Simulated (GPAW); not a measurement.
GaN: band structure with optPBE-vdW

**Measured values to compare with.**

“Studying electronic properties in GaN without electrical contacts using γ-γ vs e−-γ Perturbed Angular Correlations”, 2019, pmc:6823545 quotes, for a bulk crystal of GaN: band gap 3.503 ± 0.005 eV (direct).

GaN:

```xyz
4
Lattice="3.1800 0.0000 0.0000 -1.5900 2.7540 0.0000 0.0000 0.0000 5.1660" Properties=species:S:1:pos:R:3 pbc="T T T"
Ga    1.5900    0.9180    2.5830
Ga    0.0000    1.8360    0.0000
N     1.5900    0.9180    4.5203
N     0.0000    1.8360    1.9373
```

```
Program                   : GPAW 26.7.0
Task                      : band structure
Functional                : optPBE-vdW
Potentials or basis       : GPAW PAW data sets (gpaw-data 1.2.1)
Cutoff                    : 800 eV
Basis                     : pw
k mesh                    : 7 × 7 × 4
Occupations               : fermi-dirac, width 0.05 eV
Spin                      : spin-orbit coupling, no magnetisation
Maxiter                   : 150
Band path                 : GMKGALHA,LM,KH
Band points               : 80
spin axis theta (degrees) : 0
spin axis phi (degrees)   : 0
Soc after scf             : second variation
```

* Largest force: 0.177 eV/Å
* Band gap on the k mesh: 2.19 eV, direct
* Band gap along the path: 2.19 eV, direct

Forces on the atoms (eV/Å):
```
Ga   0.000  0.000 -0.176
Ga   0.000  0.000 -0.176
N    0.000  0.000  0.177
N    0.000  0.000  0.175
```

Levels at the corners of the path, in eV from the valence-band top:
```tsv
point	band 13	band 14	band 15	band 16	band 17	band 18	band 19	band 20
Γ	-0.01	-0.01	0.00	0.00	2.19	2.19	4.50	4.50
M	-2.24	-2.24	-0.97	-0.97	5.25	5.25	5.79	5.79
K	-3.00	-2.98	-2.71	-2.71	5.29	5.29	8.01	8.02
Γ	-0.01	-0.01	0.00	0.00	2.19	2.19	4.50	4.50
A	-0.53	-0.53	-0.53	-0.53	4.48	4.48	4.48	4.48
L	-1.89	-1.89	-1.89	-1.89	4.61	4.61	4.61	4.61
H	-1.47	-1.47	-1.46	-1.46	6.66	6.66	6.69	6.69
A	-0.53	-0.53	-0.53	-0.53	4.48	4.48	4.48	4.48
L	-1.89	-1.89	-1.89	-1.89	4.61	4.61	4.61	4.61
M	-2.24	-2.24	-0.97	-0.97	5.25	5.25	5.79	5.79
K	-3.00	-2.98	-2.71	-2.71	5.29	5.29	8.01	8.02
H	-1.47	-1.47	-1.46	-1.46	6.66	6.66	6.69	6.69
```

Wall time 51 s on 1 thread of Arm Neoverse V2, with other jobs on the host, peak memory 0.38 GiB.

Against the measured gap of GaN, 3.503 eV (direct; quoted in “Studying electronic properties in GaN without electrical contacts using γ-γ vs e−-γ Perturbed Angular Correlations”, 2019, pmc:6823545), the calculated 2.19 eV is off by -1.31 eV. The value is that of optPBE-vdW, without temperature or zero-point motion.

Caveat: spin-orbit coupling was added after a scalar SCF, so levels and gaps hold it while energy, forces, pressure and moments don't; this program's spin-orbit splittings come out too wide for heavy elements; the PAW data sets were made with another functional, which shifts forces and pressure a little.
